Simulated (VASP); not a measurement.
# KBr: from the relaxed cell to its vibrations, part 2 of 2

What lattice, stiffness and vibrations does KBr have at one level of theory? The starting structure is a measured crystal structure from the Crystallography Open Database. All runs use LDA.

VASP 6.6.1.

So far. Step 3 (Elastic constants): The elastic tensor has C11 = 50.5, C12 = 5.3, C44 = 5.0 GPa; its Hill averages are a bulk modulus of 20.3 and a shear modulus of 9.6 GPa. Step 4 (Modes of the relaxed cell): The zone-centre modes at 32.490 Å³ an atom are T1u 130.2 cm⁻¹.

### Step 5. Modes at 0.97 of that volume

Level of this step: LDA; plane waves and PAW (Br, K_sv) (VASP).

Shape and positions were first relaxed at this volume, in a run that isn't shown.

INCAR

```
SYSTEM = KBr
PREC = Accurate
ENCUT = 500
EDIFF = 1E-08
NELM = 100
ISMEAR = 0
SIGMA = 0.03
LREAL = .FALSE.
ALGO = Normal
GGA = CA
NBANDS = 14
LORBIT = 11
LWAVE = .FALSE.
LCHARG = .FALSE.
KPAR = 4
IBRION = 8
LEPSILON = .TRUE.
LPEAD = .TRUE.
ISIF = 2
```

POSCAR

```
KBr
1.0
    0.0000000000      3.1586847466      3.1586847466
    3.1586847466      0.0000000000      3.1586847466
    3.1586847466      3.1586847466      0.0000000000
Br K
1 1
Direct
    0.5000000000      0.5000000000      0.5000000000
    0.0000000000      0.0000000000      0.0000000000
```

KPOINTS

```
Automatic mesh
0
Gamma
12 12 12
0 0 0
```

The projector-augmented-wave data sets are Br and K_sv (LDA family, release 64).

Run with:

```bash
$ mpirun -np 4 vasp_std
```

What it wrote:

```text
[... set-up lines as in an earlier step ...]
 entering main loop
       N       E                     dE             d eps       ncg     rms          rms(c)
DAV:   1     0.102401120675E+03    0.10240E+03   -0.68153E+03  2016   0.988E+02
DAV:   2    -0.563640545969E+00   -0.10296E+03   -0.94848E+02  2492   0.258E+02
DAV:   3    -0.677277096033E+01   -0.62091E+01   -0.61714E+01  2782   0.538E+01
DAV:   4    -0.699653681357E+01   -0.22377E+00   -0.22367E+00  3116   0.977E+00
[...]
DAV:  11    -0.683053248024E+01    0.16921E-05   -0.75360E-06  2670   0.194E-02    0.401E-03
DAV:  12    -0.683053273282E+01   -0.25258E-06   -0.28200E-07  2292   0.395E-03    0.693E-04
DAV:  13    -0.683053273336E+01   -0.54774E-09   -0.27558E-08  2738   0.989E-04
   1 F= -.68305327E+01 E0= -.68305327E+01  d E =-.219780E-14
 Linear response reoptimize wavefunctions to high precision
DAV:   1    -0.683053273394E+01   -0.57139E-09   -0.18152E-09  2028   0.341E-04
DAV:   2    -0.683053273394E+01    0.00000E+00   -0.98933E-11  1422   0.745E-05
 Linear response to external field (no local field effect), progress :
[...]
RMM:  15    -0.143506796778E+00   -0.13975E-08    0.80050E-08  9654   0.482E-06    0.274E-06
 first order change of Fermi-energy  -0.24795E-04
 force on displaced ion       1 direction 1 :  -1.870   0.000   0.000
 Born effective charge ion    1 direction 1 :  -1.096   0.000   0.000
 Linear response progress:
  Degree of freedom:   2/  2
       N       E                     dE             d eps       ncg     rms          rms(c)
RMM:   1    -0.307857171752E+00   -0.30786E+00    0.20047E-01  7132   0.424E+00
RMM:   2    -0.306128816805E+00    0.17284E-02   -0.29484E-02  8476   0.112E+00    0.369E-02
RMM:   3    -0.308161920082E+00   -0.20331E-02   -0.47805E-03  9971   0.343E-01    0.338E-02
RMM:   4    -0.308308918522E+00   -0.14700E-03   -0.23238E-04 10597   0.754E-02    0.290E-02
[...]
RMM:  14    -0.308338105826E+00    0.28557E-07    0.66389E-08 11413   0.346E-05    0.171E-05
RMM:  15    -0.308338014932E+00    0.90894E-07    0.90181E-09 10181   0.234E-05    0.166E-06
RMM:  16    -0.308338012657E+00    0.22748E-08    0.29092E-08 10576   0.124E-05    0.518E-07
 first order change of Fermi-energy  -0.37709E-04
 force on displaced ion       2 direction 1 :  -1.869   0.000   0.000
 Born effective charge ion    2 direction 1 :   1.096   0.000   0.000
 Born effective charges drift removed
 Linear response finished
```

Wall time 3.7 min (4 MPI ranks of Intel Xeon 6975P-C (Granite Rapids), shared host); peak memory 2.7 GiB; 15 min of CPU time.

From OUTCAR (step 5):

```text
  Total        0.2596496      0.2596496      0.2596496      0.0000000     -0.0000000      0.0000000
  in kB        6.6000824      6.6000824      6.6000824      0.0000000     -0.0000000      0.0000000
  external PRESSURE =       6.6000824 kB  Pullay stress =       0.0000000 kB

 POSITION                                       TOTAL-FORCE (eV/Angst)
 -----------------------------------------------------------------------------------
      3.15868      3.15868      3.15868        -0.000000     -0.000000     -0.000000
      0.00000      0.00000      0.00000         0.000000      0.000000      0.000000
 -----------------------------------------------------------------------------------
    total drift:                                0.000000      0.000000      0.000000

 MACROSCOPIC STATIC DIELECTRIC TENSOR (including local field effects in DFT)
 ------------------------------------------------------
           2.796009     0.000000    -0.000000
           0.000000     2.796009     0.000000
           0.000000     0.000000     2.796009
 ------------------------------------------------------

 MACROSCOPIC STATIC DIELECTRIC TENSOR IONIC CONTRIBUTION
 ------------------------------------------------------
           1.843781     0.000000     0.000000
           0.000000     1.843781     0.000000
           0.000000     0.000000     1.843781
 ------------------------------------------------------

[... 1 part as in an earlier step ...]

[... 1 further part left out ...]
```

The zone-centre modes at 31.515 Å³ an atom are T1u 139.1 cm⁻¹.

### Step 6. Modes at 1.03 of that volume

Shape and positions were first relaxed at this volume, in a run that isn't shown.

INCAR is that of step 5.

POSCAR

```
KBr
1.0
    0.0000000000      3.2225137567      3.2225137567
    3.2225137567      0.0000000000      3.2225137567
    3.2225137567      3.2225137567      0.0000000000
Br K
1 1
Direct
    0.5000000000      0.5000000000      0.5000000000
    0.0000000000      0.0000000000      0.0000000000
```

KPOINTS is that of step 5.

Run with:

```bash
$ mpirun -np 4 vasp_std
```

What it wrote:

```text
[... set-up lines as in an earlier step ...]
 entering main loop
       N       E                     dE             d eps       ncg     rms          rms(c)
DAV:   1     0.101128627907E+03    0.10113E+03   -0.67888E+03  2016   0.980E+02
DAV:   2    -0.532438427950E+00   -0.10166E+03   -0.93259E+02  2530   0.251E+02
DAV:   3    -0.677211770279E+01   -0.62397E+01   -0.62049E+01  2788   0.536E+01
DAV:   4    -0.700624246018E+01   -0.23412E+00   -0.23402E+00  3126   0.983E+00
[...]
DAV:  11    -0.683129261881E+01    0.47120E-06   -0.31804E-06  2868   0.123E-02    0.537E-03
DAV:  12    -0.683129290116E+01   -0.28234E-06   -0.31505E-07  2298   0.447E-03    0.106E-03
DAV:  13    -0.683129290871E+01   -0.75534E-08   -0.70846E-09  2150   0.732E-04
   1 F= -.68312929E+01 E0= -.68312929E+01  d E =-.500907E-24
 Linear response reoptimize wavefunctions to high precision
DAV:   1    -0.683129290881E+01   -0.97771E-10   -0.45066E-09  2470   0.495E-04
DAV:   2    -0.683129290881E+01    0.18190E-11   -0.12503E-10  1446   0.950E-05
 Linear response to external field (no local field effect), progress :
[...]
RMM:  15    -0.143981529845E+00   -0.13773E-08    0.73659E-08  9872   0.541E-06    0.210E-06
 first order change of Fermi-energy  -0.73896E-04
 force on displaced ion       1 direction 1 :  -1.430   0.000   0.000
 Born effective charge ion    1 direction 1 :  -1.110   0.000   0.000
 Linear response progress:
  Degree of freedom:   2/  2
       N       E                     dE             d eps       ncg     rms          rms(c)
RMM:   1    -0.308249688058E+00   -0.30825E+00    0.19293E-01  7073   0.415E+00
RMM:   2    -0.307062628545E+00    0.11871E-02   -0.28562E-02  8441   0.110E+00    0.361E-02
RMM:   3    -0.309155319407E+00   -0.20927E-02   -0.49682E-03  9984   0.340E-01    0.364E-02
RMM:   4    -0.309284438205E+00   -0.12912E-03   -0.18462E-04 10548   0.700E-02    0.311E-02
[...]
RMM:  15    -0.309310090504E+00    0.33899E-07   -0.36567E-09 10333   0.187E-05    0.436E-06
RMM:  16    -0.309310065033E+00    0.25470E-07    0.18487E-08 10275   0.127E-05    0.782E-07
RMM:  17    -0.309310069003E+00   -0.39700E-08    0.57120E-09  9584   0.795E-06    0.676E-07
 first order change of Fermi-energy   0.79326E-04
 force on displaced ion       2 direction 1 :  -1.424   0.000   0.000
 Born effective charge ion    2 direction 1 :   1.110   0.000   0.000
 Born effective charges drift removed
 Linear response finished
```

Run time: 3.3 min. Hardware: 4 MPI ranks; peak memory 2.8 GiB.

From OUTCAR (step 6):

```text
  Total       -0.2352187     -0.2352187     -0.2352187      0.0000000      0.0000000      0.0000000
  in kB       -5.6307729     -5.6307729     -5.6307729      0.0000000      0.0000000      0.0000000
  external PRESSURE =      -5.6307729 kB  Pullay stress =       0.0000000 kB

 POSITION                                       TOTAL-FORCE (eV/Angst)
 -----------------------------------------------------------------------------------
      3.22251      3.22251      3.22251        -0.000000     -0.000000      0.000000
      0.00000      0.00000      0.00000         0.000000      0.000000     -0.000000
 -----------------------------------------------------------------------------------
    total drift:                                0.000000      0.000000      0.000000

 MACROSCOPIC STATIC DIELECTRIC TENSOR (including local field effects in DFT)
 ------------------------------------------------------
           2.715775     0.000000     0.000000
           0.000000     2.715775    -0.000000
          -0.000000     0.000000     2.715775
 ------------------------------------------------------

 MACROSCOPIC STATIC DIELECTRIC TENSOR IONIC CONTRIBUTION
 ------------------------------------------------------
           2.333122     0.000000     0.000000
           0.000000     2.333122    -0.000000
           0.000000    -0.000000     2.333122
 ------------------------------------------------------

[... 1 part as in an earlier step ...]

[... 1 further part left out ...]
```

The zone-centre modes at 33.464 Å³ an atom are T1u 121.5 cm⁻¹.

### Step 7. All runs side by side

| run | volume (Å³/atom) | T1u | core minutes |
| --- | --- | --- | --- |
| relaxation | 32.49 | - | 0.213 |
| elastic constants | 32.49 | - | 15.7 |
| modes of the relaxed cell | 32.49 | 130.2 | 14.0 |
| modes at 0.97 of that volume | 31.515 | 139.1 | 14.7 |
| modes at 1.03 of that volume | 33.464 | 121.5 | 13.3 |

Modes are in cm⁻¹, degenerate ones as one, matched by symmetry and order. A number in brackets counts the listed modes of one symmetry from the lowest. The symmetry labels come from an automatic analysis and can be wrong where levels nearly coincide. Core minutes are wall time times ranks of the run shown, on a shared host.

### Step 8. Summary of results

| Quantity | Value |
| --- | --- |
| relaxed volume | 32.49 Å³/atom |
| bulk modulus from two volumes | 20.5 GPa |
| Hill shear modulus | 9.65 GPa |
| mode T1u | 130.2 cm⁻¹ |
| Grüneisen parameter of T1u | 2.26 |

At the LDA level KBr relaxes to 32.49 Å³ an atom. The bulk modulus is 20.5 GPa from the pressures at two volumes and 20.3 GPa as the Hill average of the elastic tensor, so the two routes agree. The mode Grüneisen parameters, from the cells at 0.97 and 1.03 of the volume, come to 2.26 (T1u). The dielectric constants and Born charges in the logs aren't compared here; at a small gap they can be far off, and in a run without a gap they mean nothing. The frequencies are harmonic, and the splitting of polar modes by their long-range field is left out. All values are for a static lattice. Further runs on this material are not shown.

[Lines on the potential files, build, host, timing and source positions are cut from VASP's logs without a mark.]

[Logs are printed without paths, hosts, clocks, repeated set-up lines and the standing remarks that a program may print on its own settings, such as how far it seeks lower states.]

[Hosts, paths, dates, database ids (printed as entryN), source tags and the programs' standing remarks are cut or masked in the printed files.]
